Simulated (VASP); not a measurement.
Crystal: Eu2O3.

```
Eu O
1.0
     3.78830    0.00000    0.00000
    -1.89415    3.28076    0.00000
     0.00000    0.00000    5.82084
Eu O
2 3
Direct
  0.33333 0.66667 0.24244
  0.66667 0.33333 0.75756
  0.33333 0.66667 0.65110
  0.66667 0.33333 0.34890
  0.00000 0.00000 0.00000
```

Measurements of this composition are mostly on another form, of space group No. 206.

| Item | Value |
| --- | --- |
| Program | VASP 6.6.1 |
| Task | relaxation of cell and atoms |
| Functional | PBEsol |
| Dispersion | rVV10 |
| Potentials or basis | VASP PAW PBE potentials, release 64 (Eu, O) |
| Cutoff | 600 eV |
| k mesh | 6 × 6 × 4 |
| Occupations | fermi-dirac, width 0.05 eV |
| Spin | collinear spin, ferromagnetic start |
| Starting moments | [7.0, 7.0, 0.0, 0.0, 0.0] μB |

At the start: pressure -5.2 GPa; volume 14.47 Å³/atom.

Where does the relaxation end?

Over 10 steps the energy falls by 9.8 meV/atom and the volume is 13.93 Å³/atom (-3.8 %); space group P-3m1 (No. 164, to 0.05 Å); moment 12.00 μB per cell.

The path:
| step | energy change (eV) | largest force (eV/Å) | pressure (GPa) | volume (Å³) |
| --- | --- | --- | --- | --- |
| 1 | 0.0000 | 0.2292 | -5.24 | 72.34 |
| 2 | -0.0091 | 0.4155 | 5.25 | 67.50 |
| 3 | -0.0469 | 0.1171 | -0.06 | 69.73 |
| 4 | -0.0482 | 0.0557 | -0.04 | 69.62 |
| 5 | -0.0484 | 0.0328 | 0.00 | 69.57 |
| 6 | -0.0486 | 0.0181 | 0.07 | 69.57 |
| 7 | -0.0487 | 0.0172 | 0.18 | 69.55 |
| 8 | -0.0487 | 0.0119 | -0.02 | 69.63 |
| 9 | -0.0487 | 0.0118 | 0.03 | 69.63 |
| 10 | -0.0488 | 0.0071 | 0.03 | 69.63 |

Final structure:
```
Eu O
1.0
     3.73139    0.00000    0.00000
    -1.86570    3.23148    0.00000
     0.00000    0.00000    5.77474
Eu O
2 3
Direct
  0.33333 0.66667 0.24301
  0.66667 0.33333 0.75699
  0.33333 0.66667 0.64856
  0.66667 0.33333 0.35144
  0.00000 0.00000 0.00000
```

Caveat: the PAW data sets were made with another functional, which shifts forces and pressure a little; without U or exact exchange the open f shell lies at the Fermi level, which spoils levels, moments and volumes.
